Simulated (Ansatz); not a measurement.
# Ag (P6_3/mmc) in Ansatz: equation of state

Aim: energy against volume of Ag in PBEsol, for its equilibrium volume and stiffness.

Program: Ansatz 0.2.0. These are calculated values, not measurements. Logs are shortened: lines on timing, memory, paths and dates and some standing lists are left out, and cuts for length are marked.

**1. Starting point**

Symmetry: P6_3/mmc, No. 194, hexagonal system. Conventional cell: a = 2.930 Å, b = 2.930 Å, c = 4.790 Å, α = 90.00°, β = 90.00°, γ = 120.00°. Ag (site symmetry -6m2) has 12 Ag at 2.93 Å as nearest neighbours.

This isn't the form of Ag at room conditions, which is fcc.

**2. Equation of state, PBEsol**

Potentials or basis: all-electron LAPW, scalar-relativistic.

No new run: the results of the series are fitted here.

What came out:

```
Equilibrium volume                        : 16.73 Å³/atom (rough: see the caveat)
Bulk modulus at fixed shape and positions : 117 GPa (rough)
```

Energy against volume, from the lowest point:
| volume (Å³/atom) | energy (meV/atom) |
| --- | --- |
| 16.738 | 0.00 |
| 17.094 | 2.81 |
| 17.450 | 10.41 |
| 17.806 | 22.17 |
| 18.162 | 37.52 |
| 18.518 | 55.97 |
| 18.875 | 77.10 |

Caveat: the minimum lies outside the volumes run; the cell was scaled at fixed shape and fractional positions, which overstates the stiffness of a crystal with free parameters, most of all of layers and chains.
